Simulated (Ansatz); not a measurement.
# GeSb2Te4 (R3m): band gap by G0W0 on PBE

How far does one-shot GW move the PBE gap of GeSb2Te4 (R3m)?

Main program and level: Ansatz 0.2.0; PBE, then G0W0 on it, plane waves, PAW.

Most raw output is cut from this account.

In doubt: masses and optical values from hybrid runs of this build are listed as unsure (in some of the runs), which bears on the screening that GW takes from such a start.

**1. The structure**

Symmetry: R3m, No. 160, trigonal system. The conventional cell has a = 4.309 Å, b = 4.309 Å, c = 41.691 Å, α = 90.00°, β = 90.00°, γ = 120.00°. Ge has 6 Te at 2.86 to 3.32 Å nearest. Sb has 6 Te at 3.02 to 3.21 Å nearest. Nearest to Sb lie 6 Te at 3.03 to 3.16 Å. Nearest to Te lie 3 Ge at 2.86 Å. Nearest to Te lie 3 Sb at 3.02 Å. Nearest to Te lie 6 Sb at 3.16 to 3.21 Å. Farther neighbours and most contacts between anions are not listed.

The cell and positions are those that the Materials Project relaxed with its own functionals (PBE, PBE+U or r2SCAN), kept fixed. At the settings of the band run the largest force is still 0.09 eV/Å. Spin-orbit coupling is left out unless a step names it.

**2. The PBE band structure**

Levels along a band path and on the mesh show where this functional puts the band edges.

This step: DFT, PBE, plane waves, PAW; PAW set soft_1.

Input file input.yaml:

```yaml
crystal:
  lattice:
    - [2.1547300807, 1.2440339921, 13.8970814052]
    - [-2.1547300807, 1.2440339921, 13.8970814052]
    - [0.0, -2.4880679842, 13.8970814052]
  atoms:
    - { symbol: Ge, position: [0.570457, 0.570457, 0.570457] }
    - { symbol: Sb, position: [0.426528, 0.426528, 0.426528] }
    - { symbol: Sb, position: [0.997988, 0.997988, 0.997988] }
    - { symbol: Te, position: [0.86977, 0.86977, 0.86977] }
    - { symbol: Te, position: [0.134165, 0.134165, 0.134165] }
    - { symbol: Te, position: [0.71137, 0.71137, 0.71137] }
    - { symbol: Te, position: [0.289721, 0.289721, 0.289721] }
kpoints:
  mp_grid: { grid: [6, 6, 6] }
  band_path:
    path:
      - [[0.0, 0.0, 0.0], [0.5, 0.5, 0.5], [0.82799106, 0.17200894, 0.5]]
      - [[0.5, -0.17200894, 0.17200894], [0.5, 0.0, 0.0], [0.0, 0.0, 0.0], [0.33600447, -0.33600447, 0.0]]
      - [[0.66399553, 0.0, 0.33600447], [0.5, 0.0, 0.5], [0.0, 0.0, 0.0]]
    npoints: 10
hamiltonian:
  xc: pbe
  pseudopotentials: { kind: paw, azcp: { folder: soft_1 } }
scf:
  occupations: { method: fermi_dirac, width: 0.02 }
  n_extra_bands: 6
output:
  eigenvalues: true
  forces: true
  stress: true
  write_density: true
  write_potential: true
  elf: true
  volumetric_format: npy
```

The run is started by

```console
> ansatz run input.yaml --threads 2 --pin off --max-ram 73728MiB --backend cuda --events-out ev --progress --plain --runs-dir out --devices 1 --max-vram 13GiB
```

Run time: 17 s. Hardware: 1 × NVIDIA H100 80GB HBM3 (shared by 6 runs) with 2 threads of AMD EPYC 7R13 (Zen 3), shared host; peak memory 1.2 GiB; 6.7 s of CPU time.

Numbers from this step:

```
pressure             : 0.1269 GPa
filled bands         : 54
gap                  : 0.2852 eV
valence top at       : k = (0.100, 0.000, 0.000)
conduction bottom at : k = (0.533, 0.467, 0.500)
least direct gap     : 0.3115 eV
```

Over mesh and path the gap is 0.285 eV, from k = (0.100, 0.000, 0.000) to k = (0.533, 0.467, 0.500). The least direct gap found is 0.312 eV, at k = (0.034, -0.034, 0.000).

The electronic bands at the labelled points (eV, zero at the top of the highest nominally filled band):

```tsv
point	band 51	band 52	band 53	band 54	band 55	band 56	band 57	band 58
Γ	-1.31	-1.31	-0.97	-0.11	0.48	0.48	0.50	1.30
halfway	-1.23	-1.23	-1.06	-0.08	0.43	0.43	0.47	1.41
T	-1.19	-1.19	-1.19	-0.04	0.38	0.38	0.44	1.43
halfway	-1.66	-1.30	-0.98	-0.40	0.70	1.42	1.53	2.06
H2	-2.31	-1.39	-1.13	-0.80	0.99	1.41	1.49	2.85
jump to H0	-2.31	-1.39	-1.13	-0.80	0.99	1.41	1.49	2.85
halfway	-2.16	-1.45	-0.86	-0.71	0.77	0.88	1.20	2.62
L	-1.73	-1.58	-1.33	-1.04	0.72	0.95	1.19	1.85
halfway	-1.68	-1.30	-0.81	-0.58	0.93	0.98	1.35	1.89
Γ	-1.31	-1.31	-0.97	-0.11	0.48	0.48	0.50	1.30
halfway	-1.10	-1.06	-0.99	-0.45	0.87	1.07	1.11	1.78
S0	-2.21	-1.53	-0.94	-0.93	1.08	1.18	1.74	2.60
jump to S2	-2.21	-1.53	-0.94	-0.93	1.08	1.18	1.74	2.60
halfway	-2.10	-1.63	-1.11	-1.03	1.21	1.31	1.77	2.13
F	-2.37	-1.97	-1.35	-0.46	0.35	0.87	1.69	1.90
halfway	-1.28	-1.19	-1.04	-0.45	0.79	1.05	1.22	1.87
Γ	-1.31	-1.31	-0.97	-0.11	0.48	0.48	0.50	1.30
```

Electrostatic potential energy in the ac plane of the conventional cell at fractional y = 0.000, with atoms of Ge and Sb and Te within 0.2 Å of it. With pseudopotentials it is smooth inside the atoms' cores, unlike the true potential.

Values in eV, 24 rows by 14 columns, each cell a mean:
```
-12 -10  -5   3   8   9   9   9   9   9   6  -1  -8 -11
 12  12  12  12  11  10   9   8   9  10  11  12  12  12
  0  -3  -2   5   9  10   9   9  10  10   8   2  -4  -1
  0  -3  -7   3  10  12  12  13  12  11   7  -3  -7   0
 13  13  12  12  11   9   8   8   9  10  11  12  12  13
 12  12  11  11   9   8   6   6   7   9  10  11  12  12
  0  -4  -9   1   8  10  11  11  11  10   6  -4  -9  -1
 -1  -2  -1   6   9   9   9   9   9   9   8   3  -3  -1
 12  12  12  11  10   8   7   6   7   9  10  11  12  12
  4   5   7  10  10  10  10   9  10  10  10   9   6   4
 -8  -8  -5   4   9  10  10  10  10  10   7   0  -8  -8
 12  12  12  12  11  10   9   9  10  11  12  12  12  12
 11  11  12  11  11   9   8   8   9  10  11  12  11  11
-21 -20 -15  -2   7  10  10  11  10   9   4  -8 -18 -21
  0   1   5   8  10   9   9   9   9  10   9   7   3   0
 12  12  12  11  10   8   7   7   8   9  11  12  12  12
 -1  -4  -5   3   8   9   9   9   9   9   7  -1  -6  -1
  0  -3  -5   4   9  11  11  11  11  11   8  -1  -5  -1
 13  13  12  12  10   9   8   7   8  10  11  12  12  13
 12  12  12  12  11  10  10   9  10  11  12  12  12  12
  0  -7 -14  -1   8  11  12  12  12  10   5  -8 -13  -2
  0   0   4   8   9   8   7   7   7   9   9   6   2   0
 12  12  12  11  10   9   8   7   8  10  11  12  12  12
-12 -10  -5   3   8  10  10  10  10   9   7  -1  -8 -11
```
Columns run along a (4.3 Å; values clipped at the 3rd and 97th percentile), rows up along c (41.7 Å), edges of the conventional cell, whose origin can differ from the input's. Atoms in or near the plane, at fractional coordinates: Ge at (0.00, 0.57), Sb at (0.00, 0.43), Sb at (0.00, 0.00), Te at (0.00, 0.87), Te at (0.00, 0.13), Te at (0.00, 0.71), Te at (0.00, 0.29).

Valence density in the ac plane of the conventional cell at fractional y = 0.000, with atoms of Ge and Sb and Te within 0.2 Å of it. It is the smooth field of the valence electrons, not physical close to the nuclei.

Ten steps, logarithmic in the rise over the least value, from '0' (0 e/Å³) to '9' (14 e/Å³), each cell a mean:
```
76421111111256
00000111110000
65321111111246
86421000001357
00000111110000
00001122110000
87421100012357
65321111111245
00001122210000
32111111111123
97421111111259
00000111110000
00001111110000
87521110112368
33211111111123
00001112110000
76421111112357
76421000011257
00001122110000
00000111110000
87521000012368
43211111111123
00001112110000
76421111111256
```
Columns run along a (4.3 Å), rows up along c (41.7 Å), edges of the conventional cell, whose origin can differ from the input's. Atoms in or near the plane, at fractional coordinates: Ge at (0.00, 0.57), Sb at (0.00, 0.43), Sb at (0.00, 0.00), Te at (0.00, 0.87), Te at (0.00, 0.13), Te at (0.00, 0.71), Te at (0.00, 0.29).

**3. G0W0 on the 4×4×4 mesh**

G0W0 replaces the xc potential by a self-energy built once from the orbitals of the start. Levels are corrected in the window of bands that the input names, at points of the mesh.

This step: G0W0 on PBE, plane waves, PAW; PAW set soft_1.

input.yaml, the sections that differ from step 2:

```yaml
kpoints:
  mp_grid: { grid: [4, 4, 4] }
scf:
  occupations: { method: fixed }
gw:
  n_empty_bands: 1027
  ecut_chi: 160.0
  qp_bands: [v2, c2]
  qp_kpoints: band_edges
  screening: { model: contour_deformation }
# crystal, hamiltonian: as in step 2
# output: removed
```

Wall time 5.9 min (1 × NVIDIA H100 80GB HBM3 (shared by 6 runs) with 2 threads); peak memory 4.7 GiB; 8.7 min of CPU time.

This step gave:

```
bands summed                                    : 1081
RPA ε∞ on this mesh (eigenvalues)               : 41.34, 41.34, 41.99
plane waves in the screening matrix             : 1043
q-points in the mesh                            : 64
G0W0 gap over the corrected points              : 0.4491 eV
k of the valence top                            : -0.5, -0.5, -0.5
k of the conduction bottom                      : 0, -0.5, -0.5
starting gap on the mesh                        : 0.3831 eV
Z at the valence top                            : 0.7457
Z at the conduction bottom                      : 0.7534
least direct G0W0 gap over the corrected points : 0.4648 eV
```

Over 11 of 13 irreducible mesh points the G0W0 gap is 0.449 eV, from k = (-0.500, -0.500, -0.500) to k = (0.000, -0.500, -0.500). The PBE gap of this run on the mesh is 0.383 eV. The two states that bound the G0W0 gap lie that far apart at the start, so the correction of the gap is 0.449 − 0.383 = +0.066 eV. The start of this run differs from the step before in mesh (6×6×6 and 4×4×4) and occupations. The program marks 1 of the 44 corrected levels as in doubt (Σc rises), neither edge state among them.

Labels follow the order of the start: v1 is the top filled band, c1 the lowest empty one; levels that stay degenerate share a row, the window can cut a multiplet, doubted levels are not marked in this list, bands outside the window were not corrected, and the list may be a part of the corrected levels. The levels before and after the correction (eV, zero at the valence-band top of each column):

```tsv
	conduction bottom	valence top
Kohn-Sham	0.38	0.00
G0W0	0.45	0.00
```

```tsv
	level	occupation	energy (eV)
Kohn-Sham	(0 -0.5 -0.5) v2	2	-1.322
Kohn-Sham	(0 -0.5 -0.5) v1	2	-0.437
Kohn-Sham	(0 -0.5 -0.5) c1	0	0.383
Kohn-Sham	(0 -0.5 -0.5) c2	0	0.893
Kohn-Sham	(-0.5 -0.5 -0.5) v2	2	-1.153
Kohn-Sham	(-0.5 -0.5 -0.5) v1	2	0.000
Kohn-Sham	(-0.5 -0.5 -0.5) c1-c2	0	0.406
G0W0	(0 -0.5 -0.5) v2	2	-1.514
G0W0	(0 -0.5 -0.5) v1	2	-0.558
G0W0	(0 -0.5 -0.5) c1	0	0.449
G0W0	(0 -0.5 -0.5) c2	0	0.960
G0W0	(-0.5 -0.5 -0.5) v2	2	-1.230
G0W0	(-0.5 -0.5 -0.5) v1	2	0.000
G0W0	(-0.5 -0.5 -0.5) c1-c2	0	0.465
```

The parts of the quasiparticle energy for the two states that bound the G0W0 gap, in eV on the run's own scale (QP = start + Σx + Σc − Vxc, with Σc at the quasiparticle energy):

```tsv
edge	k	band	start	Σx	Σc	Vxc	Z	QP
valence top	(-0.500, -0.500, -0.500)	54	8.788	−12.575	−0.972	−13.294	0.746	8.535
conduction bottom	(0.000, -0.500, -0.500)	55	9.171	−9.855	−2.897	−12.565	0.753	8.984
```

**4. Spin-orbit coupling in PBE**

This run has two-component orbitals with spin-orbit coupling.

This step: DFT, PBE with spin-orbit coupling, plane waves, PAW; PAW set soft_1.

Changes to input.yaml since step 3:

```diff
@@ -14,13 +14,29 @@
 kpoints:
-  mp_grid: { grid: [4, 4, 4] }
+  mp_grid: { grid: [6, 6, 6] }
+  band_path:
+    path:
+      - [0.0, 0.0, 0.0]
+      - [0.5, 0.5, 0.5]
+      - [0.82799106, 0.17200894, 0.5]
+      - [0.5, -0.17200894, 0.17200894]
+      - [0.5, 0.0, 0.0]
+      - [0.33600447, -0.33600447, 0.0]
+      - [0.66399553, 0.0, 0.33600447]
+      - [0.5, 0.0, 0.5]
+      - [0.1, 0.0, 0.0]
+      - [0.532799106, 0.467200894, 0.5]
+      - [0.033600447, -0.033600447, 0.0]
+    npoints: 1
 hamiltonian:
   xc: pbe
-  pseudopotentials: { kind: paw, azcp: { folder: soft_1 } }
+  pseudopotentials: { kind: paw_fr, azcp: { folder: soft_1 } }
 scf:
-  occupations: { method: fixed }
-gw:
-  n_empty_bands: 1027
-  ecut_chi: 160.0
-  qp_bands: [v2, c2]
-  qp_kpoints: band_edges
-  screening: { model: contour_deformation }
+  occupations: { method: fermi_dirac, width: 0.02 }
+  n_extra_bands: 12
+magnetization:
+  noncollinear: true
+  spin_orbit: true
+output:
+  eigenvalues: true
+  forces: true
+  stress: true
```

It took 19 s on 1 × NVIDIA H100 80GB HBM3 (shared by 6 runs) with 2 threads; peak memory 1.3 GiB.

Numbers from this step:

```yaml
pressure: 0.2429 GPa
gap: 0.02224 eV
valence_top_at: k = (0.167, 0.167, 0.333)
conduction_bottom_at: k = (0.034, -0.034, 0.000)
least_direct_gap: 0.04317 eV
```

Over mesh and listed points the gap is 0.022 eV, from k = (0.167, 0.167, 0.333) to k = (0.034, -0.034, 0.000). The least direct gap found is 0.043 eV, at k = (0.034, -0.034, 0.000). A gap this narrow can be one between bands that have crossed; their order was not checked. It is no wider than five times the smearing of 0.02 eV. PBE+SOC against PBE: 0.022 − 0.285 = −0.263 eV. Mesh, set of files and cutoff are the same, but the valence top and conduction bottom lie at other k points, so this need not be the shift of one pair of states. The spin-orbit run sees mesh and listed points alone, so its gap is an upper bound: the coupling can move an edge off these points, the more so as this crystal has no centre of inversion, and the change over the zone, its sign included where it is small, is not known. The order of the bands was not checked, so with a gap cut this far they may have crossed.

**5. The runs together**

Each gap is the least one over the points named; times are wall times on shared hosts, not benchmarks. A G0W0 time includes the run's own self-consistent start. Runs with listed points see these and the mesh alone, so an edge that moves elsewhere is missed. Rows marked * are further runs, not shown as steps, whose inputs differ from the G0W0 step on the same start in the columns given; solver thresholds can differ too.

```tsv
level	mesh	files, cutoff	bands summed, screening	points	gap (eV)	valence top	conduction bottom	least direct gap (eV)	time
PBE	6×6×6	soft_1 PAW, 420 eV	-	mesh and path	0.285	(0.100, 0.000, 0.000)	(0.533, 0.467, 0.500)	0.312	17 s
PBE+SOC	6×6×6	soft_1 PAW, 420 eV	-	mesh and listed points	0.022	(0.167, 0.167, 0.333)	(0.034, -0.034, 0.000)	0.043	19 s
G0W0@PBE*	4×4×4	soft_1 PAW, 420 eV	222, 48 eV	11 of 13 irreducible mesh points	0.395	(-0.500, -0.500, -0.500)	(0.000, -0.500, -0.500)	0.411	75 s
G0W0@PBE*	4×4×4	soft_1 PAW, 420 eV	531, 96 eV	11 of 13 irreducible mesh points	0.431	(-0.500, -0.500, -0.500)	(0.000, -0.500, -0.500)	0.442	2.2 min
G0W0@PBE	4×4×4	soft_1 PAW, 420 eV	1081, 160 eV	11 of 13 irreducible mesh points	0.449	(-0.500, -0.500, -0.500)	(0.000, -0.500, -0.500)	0.465	5.9 min
```

**6. Outcome**

```yaml
pbe_gap_over_mesh_and_path: 0.285 eV, from k = (0.100, 0.000, 0.000) to k = (0.533, 0.467, 0.500)
g0w0_pbe_gap_over_11_of_13_irreducible_mesh_points: 0.449 eV, from k = (-0.500, -0.500, -0.500) to k = (0.000, -0.500, -0.500)
pbe_soc_gap_over_mesh_and_listed_points: 0.022 eV
estimated_limit_in_bands_and_cutoff_on_this_mesh: 0.466 eV
gw_settings: 4×4×4 mesh, 1027 empty bands, screening to 160 eV, PAW set soft_1 files
known_limits: finite bands, screening cutoff and k mesh; no spin-orbit coupling in G0W0; large ε∞ on the G0W0 mesh
```

What this shows: Over 11 of 13 irreducible mesh points the G0W0 gap is 0.449 eV, from k = (-0.500, -0.500, -0.500) to k = (0.000, -0.500, -0.500). The PBE gap of this run on the mesh is 0.383 eV. The two states that bound the G0W0 gap lie that far apart at the start, so the correction of the gap is 0.449 − 0.383 = +0.066 eV. The valence state moves by 8.535 − 8.788 = −0.253 eV and the conduction state by 8.984 − 9.171 = −0.187 eV, on the run's own scale; with 222 bands the edge states move by +0.291 and +0.303 eV, so the split between the edges depends on the bands and cutoff. Over mesh and path, PBE puts the valence top at k = (0.100, 0.000, 0.000) and conduction bottom at k = (0.533, 0.467, 0.500), where no G0W0 correction was computed. The G0W0 gap over the whole zone is therefore not known from this run; at its settings it can only be equal to or under the 0.449 eV found, and no correction is carried over from another point. For the start itself the gap is 0.285 eV over mesh and path and 0.383 eV on the mesh of the G0W0 run, in runs that differ in mesh (6×6×6 and 4×4×4) and occupations. From 222 bands and 48 eV to 1081 bands and 160 eV the gap moves by 0.449 − 0.395 = +0.054 eV (rung by rung 0.395, 0.431, 0.449 eV); bands and screening cutoff rise together, so their parts are not told apart. A line in one over the bands through the two highest rungs gives 0.449 + (0.449 − 0.431) × 531 / (1081 − 531) = 0.466 eV, and through the pair below 0.431 + (0.431 − 0.395) × 222 / (531 − 222) = 0.457 eV. The two agree within 0.03 eV and the same two states bound the gap in each rung, so 0.466 eV is taken as an estimate of the limit on this mesh. G0W0 on other starts in this series, not shown as steps and not all at these settings: 0.435 eV on HSE06 (4×4×4, soft_1 PAW, 531 bands, 96 eV). PBE+SOC against PBE: 0.022 − 0.285 = −0.263 eV. Mesh, set of files and cutoff are the same, but the valence top and conduction bottom lie at other k points, so this need not be the shift of one pair of states. The spin-orbit run sees mesh and listed points alone, so its gap is an upper bound: the coupling can move an edge off these points, the more so as this crystal has no centre of inversion, and the change over the zone, its sign included where it is small, is not known. The order of the bands was not checked, so with a gap cut this far they may have crossed. What spin-orbit coupling does to the G0W0 levels was not computed, so no sum with the G0W0 gap is formed. For the G0W0 step: the program marks 1 of the 44 corrected levels as in doubt (Σc rises), neither edge state among them. The G0W0 runs are scalar-relativistic. The largest eigenvalue of the RPA ε∞ is large: 42 in G0W0@PBE (4×4×4, 1081 bands), 42 in G0W0@PBE (4×4×4, 222 bands) and 42 in G0W0@PBE (4×4×4, 531 bands). A coarse mesh can overstate it where a direct gap is narrow; the runs shown don't test that. No pair of G0W0 runs that differ in the mesh alone is shown (4×4×4 is a supercell whose nearest images lie 17 Å apart), so the error from the mesh is not known here. G0W0 is shown with one set of atomic data (soft_1 PAW), so the error from the files is not known here.

[Paths, hosts, dates, memory and timing lines, banners, echoed tables and standing remarks are left out of the program output.]

[Logs are printed without paths, hosts, clocks, repeated set-up lines and the standing remarks that a program may print on its own settings, such as how far it seeks lower states.]

[Runs of the session that timed out or met a known fault of the program may be left out.]

[Cells called generated may have been cut or substituted from an entry of the Crystallography Open Database or the Materials Project.]

[Hosts, paths, dates, database ids (printed as entryN), source tags and the programs' standing remarks are cut or masked in the printed files.]

[Where an RPA ε∞ is given, it is that of the G0W0 mesh and is not shown converged in it. Names of k-points follow the symmetry that the program found, which can be lower than the space group named. Band edges on a path are those of the sampled points; other points can move an edge, and change direct to indirect where valleys lie close.]

[Hybrid gaps are those of their k-mesh and are not shown converged in it.]
